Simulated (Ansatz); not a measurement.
**Pb: levels along high-symmetry lines**

```
CELL_PARAMETERS angstrom
0.00000 2.46980 2.46980
2.46980 0.00000 2.46980
2.46980 2.46980 0.00000
ATOMIC_POSITIONS crystal
Pb 0.00000 0.00000 0.00000
```

Conventional cell: a = 4.940 Å, b = 4.940 Å, c = 4.940 Å, α = 90.00°, β = 90.00°, γ = 90.00°. Pb (atom 1) has 12 Pb at 3.49 Å as nearest neighbours.

Structure: COD 9012959, as refined from experiment and not relaxed. It is an old determination, and later ones may differ.

These are results of DFT, PBE, all-electron LAPW, Dirac equation with spin-orbit coupling (Ansatz 0.2.0), not measurements.

The runs use a Γ-centred 13×13×13 k mesh, Fermi–Dirac smearing of 0.08 eV, basis error target 0.25 meV/atom, no spin polarisation.

Points in fractions of the reciprocal vectors of this cell: Γ (0, 0, 0), X (0.5, 0, 0.5), U (0.625, 0.25, 0.625), K (0.375, 0.375, 0.75), L (0.5, 0.5, 0.5), W (0.5, 0.25, 0.75). The path runs Γ–X–U–K–Γ–L–W–X. Energies are in eV from the Fermi level; (×n) counts levels within 4 meV of each other, which need not be degenerate by symmetry.

Q: Is there a gap?

A: none: bands cross the Fermi level, a metal.

Q: List the levels between -20 and 6.5 eV at the symmetry points.

A: 
Γ: -18.34 (×4), -15.85 (×2), -15.75 (×4), -11.65 (×2), 5.15 (×2)
X: -18.31 (×2), -18.26 (×2), -15.82 (×2), -15.75 (×2), -15.50 (×2), -6.52 (×2), -3.40 (×2), 1.47 (×2), 2.74 (×2), 5.54 (×2)
U: -18.30 (×2), -18.26 (×2), -15.79 (×2), -15.73 (×2), -15.58 (×2), -6.61 (×2), -2.55 (×2), -1.06 (×2), 3.07 (×2)
K: -18.30 (×2), -18.26 (×2), -15.79 (×2), -15.73 (×2), -15.58 (×2), -6.61 (×2), -2.55 (×2), -1.06 (×2), 3.07 (×2)
L: -18.33 (×2), -18.26 (×2), -15.84 (×2), -15.73 (×2), -15.60 (×2), -7.96 (×2), -4.27 (×2), 4.60 (×2)
W: -18.29 (×2), -18.27 (×2), -15.81 (×2), -15.69 (×2), -15.61 (×2), -6.42 (×2), -2.07 (×2), -0.86 (×2), 0.47 (×2)
